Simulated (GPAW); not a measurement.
## CdSe: energy against volume and a worked fit

```cif
data_structure
_symmetry_space_group_name_H-M 'F-43m'
_symmetry_Int_Tables_number 216
_cell_length_a 6.1405
_cell_length_b 6.1405
_cell_length_c 6.1405
_cell_angle_alpha 90.000
_cell_angle_beta 90.000
_cell_angle_gamma 90.000
_cell_volume 231.54
loop_
_atom_site_label
_atom_site_type_symbol
_atom_site_symmetry_multiplicity
_atom_site_Wyckoff_symbol
_atom_site_fract_x
_atom_site_fract_y
_atom_site_fract_z
_atom_site_occupancy
Cd1 Cd 4 a 0.00000 0.00000 0.00000 1
Se1 Se 4 d 0.75000 0.25000 0.25000 1
```

The cell is a database's computed one, not the measured one.

The cell was scaled at fixed shape and fractions and run with GPAW, PAW data sets generated for this functional, cutoff 600 eV; BLYP+D4, k mesh 6 × 6 × 6 on the cell of 2 atoms, fermi-dirac occupations of 0.05 eV, no spin polarisation, no spin-orbit coupling. Energies are those that the program minimises, any entropy of the smearing included.

```csv
V (Å³/atom),energy over the lowest row (meV/atom)
27.2056,17.616
27.7844,7.516
28.3633,?
28.9421,0.000
29.5210,1.692
30.0998,6.492
30.6786,13.787
```

Q: Fit the third-order Birch-Murnaghan form, give V0, B0 and B′, and predict the energy left open.

A: With y = (V0/V)^(2/3), E = E0 + (9 V0 B0/16) [(y - 1)³ B′ + (y - 1)² (6 - 4y)]. Least squares through the rows shown give V0 = 28.9364 Å³/atom, E0 = 0.030 meV, B0 = 47.72 GPa (1 eV/Å³ = 160.218 GPa) and B′ = 5.44, with a largest miss of 0.061 meV, so B0 and B′ are loose. At V = 28.3633 the form with these constants gives 1.795 meV; the run gave 1.805 meV an atom.

The energy curve has its minimum at 28.9364 Å³/atom and is visibly anharmonic: nearly equal volume changes cost 17.616 meV/atom at the compressed end but only 13.787 meV/atom at the expanded end. Compression brings closed-shell cores and filled bonding states into rapidly rising Pauli repulsion, while the attraction weakens more gradually on stretching, hence a positive B′. The modest stiffness fits long, polar Cd-Se bonds in an open tetrahedral network, with less directional covalent resistance than in the group IV semiconductors.

The equilibrium volume is somewhat larger, and the lattice slightly softer, than measured for zinc-blende CdSe. This probably reflects the tendency of BLYP to underbind extended solids, only partly offset by the dispersion term. The predicted 1.795 meV against the computed 1.805 meV supports interpolation close to the minimum, where the curvature dominates and the energy is only weakly sensitive to B′. The curve describes compression within the zinc-blende structure alone and doesn't settle its stability relative to wurtzite or the denser rock-salt phase.
